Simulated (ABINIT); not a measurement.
# MoS2 (R-3m) in ABINIT: reference runs, part 2 of 2

ABINIT 10.8.3 (patched build).

## Step 4: Single point, PBE (atoms moved at random, drawn with an rms of 0.05 Å)

File run.abi:

```
pp_dirpath "./"
pseudos "Mo.GGA_PBE-JTH.xml, S.GGA_PBE-JTH.xml"

acell 3*1.0
rprim
     2.9961607706     1.7298342274    11.5556689531
    -2.9961607706     1.7298342274    11.5556689531
     0.0000000000    -3.4596684549    11.5556689531
ntypat 2
znucl 42 16
natom 3
typat 1 2 2
xred
     0.0052620000    -0.0115280000     0.0065370000
     0.2490960000     0.2571700000     0.2399380000
     0.7417570000     0.7326440000     0.7698040000
chkprim 0
chksymtnons 0
tolsym 1.0e-6

ecut 544.227725 eV
pawecutdg 40.0

kptopt 1
ngkpt 10 10 10
nshiftk 1
shiftk 0.0 0.0 0.0

ixc 11

nband 17
occopt 3
tsmear 0.05 eV

nstep 100
tolvrs 1.0e-9

iomode 3
prtwf 0
prteig 0
prtebands 0
prtden 1
prtvha 1
prtvclmb 1
prtpot 1
```

Potentials or basis: JTH PAW PBE v2.0.

Started as:

```console
> abinit run.abi > log 2>&1
```

run.abo:

```text
.Version 10.8.3 of ABINIT
 Symmetries : space group P1 (#  1); Bravais aP (primitive triclinic)
================================================================================
 Values of the parameters that define the memory need of the present run
     intxc =       0    ionmov =       0      iscf =      17    lmnmax =      18
     lnmax =       6     mgfft =      50  mpssoang =       3    mqgrid =    3001
     natom =       3  nloc_mem =       2    nspden =       1   nspinor =       1
    nsppol =       1      nsym =       1    n1xccc =       1    ntypat =       2
    occopt =       3   xclevel =       2
       mpw =        1556          nfft =      125000          nkpt =         504
 PAW method is used; the additional fine FFT grid is defined by:
   mgfftf=        72    nfftf =    373248
================================================================================
================================================================================

--------------------------------------------------------------------------------
------------- Echo of variables that govern the present computation ------------
--------------------------------------------------------------------------------
 -outvars: echo values of preprocessed input variables --------
            acell      1.0000000000E+00  1.0000000000E+00  1.0000000000E+00 Bohr
              amu      9.59400000E+01  3.20660000E+01
          chkprim           0
      chksymtnons           0
             ecut      2.00000000E+01 Hartree
                       outvar_i_n : Printing only first  50 k-points.
              ixc          11
                       outvar_i_n : Printing only first  50 k-points.
         kptrlatt       10    0    0      0   10    0      0    0   10
          kptrlen      5.99232154E+01
            natom           3
            nband          17
            ngfft          50      50      50
          ngfftdg          72      72      72
             nkpt         504
            nstep         100
             nsym           1
           ntypat           2
                       prtocc : prtvol=0, do not print more k-points.
           occopt           3
        pawecutdg      4.00000000E+01 Hartree
         pawxcdev           0
        prtebands           0
           prteig           0
           prtpot           1
         prtvclmb           1
[... 182 lines left out ...]
  -1.95407   -1.00127   -0.99888   -0.99754   -0.24231   -0.18165    0.05702    0.15914
   0.16237    0.25007    0.27299    0.27575    0.28101    0.30814    0.30829    0.43795
   0.44587
      occupation numbers for kpt#   1
   2.00000    2.00000    2.00000    2.00000    2.00000    2.00000    2.00000    2.00000
   2.00000    2.00000    2.00000    2.00000    2.00000    1.99204    1.99137    0.00000
   0.00000
 prteigrs : prtvol=0 or 1, do not print more k-points.

--- !EnergyTerms
iteration_state     : {dtset: 1, }
comment             : Components of total free energy in Hartree
kinetic             :  1.86969030401779E+01
hartree             :  2.88964269002128E+01
xc                  : -1.13042473807571E+01
Ewald energy        : -5.94646067431145E+01
psp_core            :  2.47279857249104E+00
local_psp           : -8.15775721993368E+01
PAW spherical_terms :  1.27249561253100E+01
internal            : -8.95553416850165E+01
'-kT*entropy'       : -2.26528024334735E-04
total_energy        : -8.95555682130409E+01
total_energy_eV     : -2.43693115712335E+03
...

--- !EnergyTermsDC
iteration_state     : {dtset: 1, }
comment             : '"Double-counting" decomposition of free energy'
band_energy         : -8.16939353000883E+00
Ewald energy        : -5.94646067431145E+01
psp_core            :  2.47279857249104E+00
xc_dc               : -2.75043365164534E+01
PAW spherical_terms :  3.11019385560706E+00
internal            : -8.95553443614787E+01
'-kT*entropy'       : -2.26528024334735E-04
total_energy_dc     : -8.95555708895030E+01
total_energy_dc_eV  : -2.43693122995360E+03
...

--- !EnergyTermsWithPAWCore
iteration_state     : {dtset: 1, }
comment             : 'Components of total free energy, including PAW core contributions'
Total energy        : -4.84747589000458E+03
Total energy DC     : -4.84747589268104E+03
Total energy (eV)   : -1.31906538760995E+05
Total energy DC (eV): -1.31906538833825E+05
...

 Cartesian components of stress tensor (hartree/bohr^3)
  sigma(1 1)= -3.05175890E-04  sigma(3 2)= -1.20801458E-04
  sigma(2 2)= -1.88583543E-04  sigma(3 1)=  3.74568334E-05
  sigma(3 3)= -4.04620502E-04  sigma(2 1)=  1.43919363E-05

-Cartesian components of stress tensor (GPa)         [Pressure=  8.8104E+00 GPa]
- sigma(1 1)= -8.97858465E+00  sigma(3 2)= -3.55410161E+00
- sigma(2 2)= -5.54831939E+00  sigma(3 1)=  1.10201808E+00
- sigma(3 3)= -1.19043462E+01  sigma(2 1)=  4.23425384E-01

== END DATASET(S) ==============================================================
================================================================================

 -outvars: echo values of variables after computation  --------
            acell      1.0000000000E+00  1.0000000000E+00  1.0000000000E+00 Bohr
           etotal     -8.9555570890E+01
            fcart     -4.1843566765E-03 -1.0197556623E-03 -1.5426826636E-02
                       4.4632702810E-03 -7.2281111761E-03 -1.4706823267E-02
                      -2.7891360453E-04  8.2478668384E-03  3.0133649904E-02
            rprim      2.9961607706E+00  1.7298342274E+00  1.1555668953E+01
                      -2.9961607706E+00  1.7298342274E+00  1.1555668953E+01
                       0.0000000000E+00 -3.4596684549E+00  1.1555668953E+01
           strten     -3.0517588951E-04 -1.8858354296E-04 -4.0462050166E-04
                      -1.2080145820E-04  3.7456833355E-05  1.4391936273E-05
           xangst      2.6620544982E-02 -1.7703620382E-02  1.6571640956E-03
                      -1.2801326991E-02  2.4157111769E-02  4.5630349696E+00
                       1.4448661490E-02 -5.9689760858E-02  1.3723306085E+01
             xred      5.2620000000E-03 -1.1528000000E-02  6.5370000000E-03
                       2.4909600000E-01  2.5717000000E-01  2.3993800000E-01
                       7.4175700000E-01  7.3264400000E-01  7.6980400000E-01
 Calculation completed.
```

Wall time 19 min (1 thread of Arm Neoverse V2, shared host); peak memory 0.63 GiB.

Results:

```yaml
Free_energy: -2436.9312 eV
Pressure: 8.8 GPa
Largest_force: 1.607 eV/Å
Band_gap_on_the_k_mesh: none (metal or under the smearing width)
Valence_electrons_inside_the_program's_atomic_spheres: Mo 11.31; S 3.60, 3.63
```

Forces on the atoms (eV/Å):
```
Mo  -0.215 -0.052 -0.793
S    0.230 -0.372 -0.756
S   -0.014  0.424  1.550
```

Stress tensor (GPa, compression positive):
```
 8.98 -0.42 -1.10
-0.42  5.55  3.55
-1.10  3.55 11.90
```

Caveat: the cell's inner coordinates are idealised or old, which leaves forces on the atoms.
